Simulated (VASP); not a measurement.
Set up this calculation in VASP 6.6.1, as the native input.

| Quantity | Value |
| --- | --- |
| Task | relaxation of cell and atoms |
| Functional | PBEsol |
| Potentials or basis | VASP PAW PBE potentials, release 64 (Ga_d, N) |
| Cutoff | 600 eV |
| k mesh | 10 × 10 × 10 |
| Occupations | gaussian, width 0.02 eV |
| Spin | no spin polarisation |
| Dipole correction | no |
| Further INCAR settings | ALGO = Normal; EDIFF = 1e-06; IBRION = 2; EDIFFG = -0.005; NSW = 100; ISIF = 3 |

The structure of GaN lies in POSCAR:

```
GaN
1.0
    0.0000000000      2.2535006100      2.2535006100
    2.2535006100      0.0000000000      2.2535006100
    2.2535006100      2.2535006100      0.0000000000
Ga N
1 1
Direct
    0.0000000000      0.0000000000      0.0000000000
    0.2500000000      0.2500000000      0.2500000000
```

The cell was built by a generator and needn't be a form met in nature.

One way to write it, as run:

INCAR

```
PREC = Accurate
ENCUT = 600
EDIFF = 1E-6
ISMEAR = 0
SIGMA = 0.02
LREAL = False
LASPH = True
NELM = 100
ALGO = Normal
ISIF = 3
LWAVE = False
LCHARG = False
GGA = PS
IBRION = 2
NSW = 100
EDIFFG = -0.005
```

KPOINTS

```
regular mesh
0
Gamma
  10 10 10
```

Potentials or basis: VASP PAW PBE potentials, release 64 (Ga_d, N).

Launch:

```sh
$ cat potpaw_PBE.64/Ga_d/POTCAR potpaw_PBE.64/N/POTCAR > POTCAR
$ mpirun -np 1 vasp_std > vasp.out
```

Results of the run:

| Property | Result |
| --- | --- |
| Relaxed volume | 11.36 Å³/atom |
| Relaxed cell | a = 3.179 Å, b = 3.179 Å, c = 3.179 Å, α = 60.00°, β = 60.00°, γ = 60.00° |
| Space group after relaxing (to 0.05 Å) | F-43m (No. 216) |
| Energy gained by relaxing | 0.4 meV/atom |
| Ionic steps | 6 |
| Pressure after relaxing | -0.1 GPa |
| Band gap on the k mesh | 1.73 eV, direct |

Caveat: the PAW data sets were made with another functional, which shifts forces and pressure a little.

Wall time 29 s on 1 thread of Intel(R) Xeon(R) 6975P-C (Granite Rapids), on a shared host, peak memory 0.17 GiB.
